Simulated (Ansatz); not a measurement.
HfO2 (P2_12_12) by several functionals

All numbers come from Ansatz. The values are computed, non-magnetic, and not measurements.

HfO2 (P2_12_12) from a database of computed structures, relaxed with r2SCAN. The symmetry is P2_12_12 (No. 18, orthorhombic); conventional cell a = 5.007 Å, b = 5.251 Å, c = 4.959 Å, 10.86 Å³ an atom. Hf is surrounded by 7 O at 2.00–2.45 Å; O is surrounded by 4 Hf at 2.15–2.19 Å; O is surrounded by 4 Hf at 2.12–2.18 Å; O is surrounded by 3 Hf at 2.00–2.45 Å.

```cif
data_structure
_symmetry_space_group_name_H-M 'P 1'
_symmetry_Int_Tables_number 1
_cell_length_a 5.0074
_cell_length_b 5.2506
_cell_length_c 4.9587
_cell_angle_alpha 90.000
_cell_angle_beta 90.000
_cell_angle_gamma 90.000
_cell_volume 130.38
loop_
_atom_site_label
_atom_site_type_symbol
_atom_site_fract_x
_atom_site_fract_y
_atom_site_fract_z
_atom_site_occupancy
Hf1 Hf 0.26568 0.28186 0.72815 1
Hf2 Hf 0.76568 0.21814 0.27185 1
Hf3 Hf 0.73432 0.71814 0.72815 1
Hf4 Hf 0.23432 0.78186 0.27185 1
O1 O 0.50000 0.50000 0.43403 1
O2 O 0.00000 0.00000 0.56597 1
O3 O 0.50000 0.00000 0.53255 1
O4 O 0.00000 0.50000 0.46745 1
O5 O 0.28256 0.64469 0.89869 1
O6 O 0.78256 0.85531 0.10131 1
O7 O 0.71744 0.35531 0.89869 1
O8 O 0.21744 0.14469 0.10131 1
```

Gaps on the r2SCAN cell, each the least over its mesh and the special points:
```csv
level,k mesh,gap (eV),kind,edges,least direct gap (eV)
PBE,6×6×6,4.16,indirect,Z → Γ,4.18
PBE+SOC,6×6×6,4.16,indirect,Z → Γ,4.18
r2SCAN,6×6×6,4.73,direct,Z,4.73
HSE06,4×4×4,5.77,indirect,Z → Γ,5.84
PBE0,4×4×4,6.51,indirect,Z → Γ,6.60
```
PBE: smearing of 0.02 eV; the others have fixed occupations.
Wave cutoffs: 420 eV, 500 eV (r2SCAN).

HSE06 gives an indirect gap of 5.77 eV, from Z to Γ; the least direct gap is 5.84 eV at Z. Spin-orbit coupling changes the PBE gap by -0.001 eV, to 4.16 eV.

r2SCAN covers 35 % of the step from PBE to HSE06. Spin-orbit coupling moves the least or the direct gap by up to 0.01 eV, so it can be left out where a tenth of an eV counts. Direct and least gap lie within 0.04 eV at some levels, so the kind of gap isn't settled.

r2SCAN (ground state on 4×4×4): The clamped-ion dielectric constant comes out as 4.58, 5.01 and 5.02 along x, y and z. Born charges, averaged over directions: Hf +5.19, O -2.62 to -2.52 e. The program notes that the ground state's band table doesn't vouch for all the bands that the response reads.

On the PBEsol cell (a = 5.133 Å, c = 4.893 Å), with PBEsol: All optical modes at Γ are real, from 99 to 708 cm⁻¹ without the longitudinal term; this says nothing of other wave vectors. With the long-range field the highest mode reaches 778 cm⁻¹. The clamped-ion dielectric constant comes out as 5.17, 5.18 and 5.48 along x, y and z. With the ions relaxed, ε⁰ is 21.6, 21.5 and 22.7 along x, y and z. Born charges, averaged over directions: Hf +5.15, O -2.65 to -2.46 e. The program notes that the ground state's band table doesn't vouch for all the bands that the response reads.

Only the levels marked +SOC include spin-orbit coupling.

The meshes of the hybrids are coarse, so their gaps aren't converged to the digits shown.
